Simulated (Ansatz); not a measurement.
BN in the wurtzite structure: a single-point calculation in Ansatz 0.2.0 (HSE06). The cell was relaxed with r2SCAN and then strained (uniaxial +2.0 % along z, other directions held), with the atoms relaxed again with r2SCAN; k points keep the names of the unstrained zone.

```yaml
crystal:
  lattice:
    - [2.5439499996, 0.0, 0.0]
    - [-1.2719749998, 2.2031253256, 0.0]
    - [0.0, 0.0, 4.2919716483]
  atoms:
    - { symbol: B, position: [0.3333333333, 0.6666666667, -0.0001346901] }
    - { symbol: B, position: [0.6666666667, 0.3333333333, 0.4998653099] }
    - { symbol: "N", position: [0.3333333333, 0.6666666667, 0.3751346901] }
    - { symbol: "N", position: [0.6666666667, 0.3333333333, 0.8751346901] }
kpoints:
  mp_grid: { grid: [9, 9, 4] }
  band_path:
    path:
      - [0.0, 0.0, 0.0]
      - [0.5, 0.0, 0.0]
      - [0.3333333333, 0.3333333333, 0.0]
      - [0.0, 0.0, 0.5]
      - [0.5, 0.0, 0.5]
      - [0.3333333333, 0.3333333333, 0.5]
      - [0.1, 0.0, 0.0]
    npoints: 1
hamiltonian:
  xc: hse06
scf:
  occupations: { method: fixed }
  n_extra_bands: 5
output:
  forces: true
  stress: true
  eigenvalues: true
```

Some lines of the output have been replaced by numbered gaps.
```
scf.n_extra_bands = 5 over 8 filled bands (N_el = 16.0): the run solves 13 bands
Pseudopotential: B, paw, valence charge 3, recommended cutoff 420 eV (normal)
Pseudopotential: N, paw, valence charge 5, recommended cutoff 420 eV (normal)
Functional definition: HSE06
Crystal: 4 atoms, lattice volume = 24.055 Å³
Basis set: ecut = 420 eV, 477 PW (Γ)
Symmetry: 12 space group operations
Space group: P63mc (ITA 186)
k-points: 36 of 324 (time reversal used)
[warm-up without exact exchange]
SCF 1 stopped early in 2 iterations: F = -1084.463860 eV  dr2 = 1.35e-4
[exact exchange on]
Exchange kernel: α = 0.2500, screened, ω = 0.2079 Å⁻¹, Wigner–Seitz truncation, v(0) = 1044.3161 eV·Å³, q-mesh 9×9×4
SCF 2 stopped early in 6 iterations: F = -1084.789167 eV  dr2 = 4.32e-7
hybrid outer 1: dexx = +4.496e-3 eV, tail = 1.11e-5 eV
SCF 3 converged in 4 iterations: F = -1084.789216 eV  dr2 = 2.02e-10
hybrid outer 2: dexx = +1.664e-7 eV, tail = 3.55e-9 eV, Δε = 1.80e-3 eV, ΔF = 4.12e-4 eV/Å
NSCF: frozen V_eff on 7 k-points
hybrid SCF converged: 2 outer / 10 inner (+2 warm-up)
Free energy (F): -1084.789216 eV
[1]
--- Forces (eV/Å), atoms counted from 1 ---
[2]
--- Stress (GPa, compression-positive) ---
       -5.282796       0.000000       0.000000
        0.000000      -5.282796       0.000000
        0.000000       0.000000     -24.387522
  P = ⅓ Tr σ = -11.6510 GPa (-116.510 kbar)
--- Band table (eV; the first three rows and the last of 36) ---
[3]
```

The rows of the band table are 0: (0, 0, 0) = Γ, 1: (0, 0, 1/4), 2: (0, 0, -1/2) = A, 35: (1/3, 1/3, -1/2) = H.

Question: What stood in the gaps? They hold the Fermi energy and the band table, the forces.

Answer:
```
[1]
Fermi energy:    10.190160 eV
[2]
  atom   1  B       0.00000      0.00000      0.00941
  atom   2  B       0.00000      0.00000      0.00941
  atom   3  N       0.00000      0.00000    -0.00941
  atom   4  N       0.00000      0.00000    -0.00941
[3]
  k-point 0: bands = […, -1.5080, 8.0944, 8.0944, 9.9204, 10.1902, 10.1902, 19.7208, 20.4197, 20.4197, 21.5939, …]
  k-point 1: bands = […, 0.2765, 7.8416, 8.3544, 8.3544, 9.8240, 9.8240, 20.8273, 20.8552, 20.8552, 21.5827, …]
  k-point 2: bands = […, 3.9270, 3.9270, 9.0385, 9.0385, 9.0385, 9.0385, 21.5087, 21.5087, 21.9729, 21.9729, …]
  k-point 35: bands = […, 0.7167, 0.7167, 1.9661, 1.9661, 6.9082, 6.9082, 20.7453, 20.7453, 21.7976, 21.7976, …]
```
Only the leading digits can be foreseen; the rest is this run's record.

The HSE06 gap is indirect, 6.54 eV (Γ to K), below the direct gap of 9.53 eV at Γ. With the atoms held, the mean pressure is -11.7 GPa (compression positive). The stress of a hybrid is loosely converged here.

Wall time 12 s on 1 × NVIDIA H100 80GB HBM3 with 2 threads of AMD EPYC 7R13 Processor (Zen 3), on a shared host, load about 1.7 per core; peak host memory 2.1 GiB.

(Simulation; spin polarisation is off.)

The meshes of the hybrids are coarse, so their gaps aren't converged to the digits shown.
